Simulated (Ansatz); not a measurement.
Method: DFT PBE, scalar-relativistic, plane waves, PAW (Ansatz 0.2.0). All cells share a 420 eV cutoff and Γ-centred k meshes spaced at most about 0.3 Å⁻¹ (about 0.25 or finer for metals, 2π included). No spin polarisation.

All energies are static (0 K, no zero-point motion).

Task: Order these relaxed structures of Nb2H3 by energy, lowest first, with the energy over the lowest of them.
1.

```
Nb H
1.0
     2.52418    1.45733    4.01465
    -2.52418    1.45733    4.01465
     0.00000   -2.91467    4.01465
Nb H
4 6
Direct
  0.87248 0.87248 0.87248
  0.62752 0.62752 0.62752
  0.12752 0.12752 0.12752
  0.37248 0.37248 0.37248
  0.01088 0.48912 0.75000
  0.75000 0.01088 0.48912
  0.48912 0.75000 0.01088
  0.98912 0.51088 0.25000
  0.25000 0.98912 0.51088
  0.51088 0.25000 0.98912
```

2.

```
Nb H
1.0
     1.47282    0.85033    7.58795
    -1.47282    0.85033    7.58795
     0.00000   -1.70067    7.58795
Nb H
2 3
Direct
  0.39033 0.39033 0.39033
  0.60967 0.60967 0.60967
  0.00000 0.00000 0.00000
  0.22873 0.22873 0.22873
  0.77127 0.77127 0.77127
```

3.

```
Nb H
1.0
     5.87500    0.00000    0.00000
     0.00000    5.87500    0.00000
     0.00000    0.00000    3.15888
Nb H
4 6
Direct
  0.22668 0.22668 0.00000
  0.77332 0.77332 0.00000
  0.77332 0.22668 0.00000
  0.22668 0.77332 0.00000
  0.33515 0.33515 0.50000
  0.66485 0.66485 0.50000
  0.66485 0.33515 0.50000
  0.33515 0.66485 0.50000
  0.00000 0.50000 0.00000
  0.50000 0.00000 0.00000
```

Result: 1 (0 meV/atom), 2 (128 meV/atom), 3 (525 meV/atom). Forms: cell 1 corundum type, R-3c; cell 2 tetradymite type, R-3m; cell 3 P4/mmm. Counting H atoms around Nb (those within 1.25 times the shortest such distance or 1.15 times the sum of covalent radii; a plus sign parts nearer from farther groups): cell 1 has Nb 6; cell 2 has Nb 6; cell 3 has Nb 2+2. All come from invented guesses. The lowest form computed isn't among them: it has the La2O3 (A sesquioxide) type, space group P-3m1 (No. 164), 8.8 Å³/atom and lies 18 meV/atom below the best shown.

Weakly bound directions are ill-defined at this level, which has no dispersion term (R-3m), and this can change margins and order among such cells. With hydrogen, zero-point motion can shift such differences by 10 meV/atom or more. Cells relaxed within their symmetry can be saddle points. Some types were kept out of the candidates beforehand, so the set may lack a known form.
